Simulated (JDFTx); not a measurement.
Input of a JDFTx 1.7.0 (patched build) run:

Contents of Ga.in:

```
lattice \
    5.2504567991     0.0000000000    -2.5387168437 \
    0.0000000000     6.2013418613     0.0000000000 \
    0.0000000000     0.0000000000     7.5405234656
coords-type Lattice
ion Ga     0.1313560000     0.7476030000     0.7672330000 1
ion Ga     0.8576800000     0.2572700000     0.2275200000 1

ion-species pseudo/Ga.upf
elec-cutoff 40 320
elec-ex-corr gga-PBEsol
kpoint-folding 10 8 7
elec-smearing Fermi 0.0018374661
elec-n-bands 19
electronic-SCF nIterations 100 energyDiffThreshold 1e-09
electronic-minimize nIterations 30 energyDiffThreshold 1e-7
converge-empty-states yes
forces-output-coords Cartesian

dump-name run.$VAR
dump End Ecomponents EigStats BandEigs Kpoints Forces Stress
```

Potentials or basis: PseudoDojo-SR-PBEsol-0.4.1-standard with smoothed tails.

Launch:

```console
$ jdftx -c 1 -i Ga.in -o Ga.out
```

**Question.** Estimate the largest force.

**Answer.** 0.085 eV/Å.

**Question.** What does it give for the pressure?

**Answer.** -0.6 GPa.

**Question.** What does it give for the band gap on the k mesh?

**Answer.** None (metal or under the smearing width).

Forces on the atoms (eV/Å):
```
Ga  -0.013  0.057 -0.062
Ga   0.013 -0.057  0.062
```

Caveat: the empty levels aren't tightly converged.
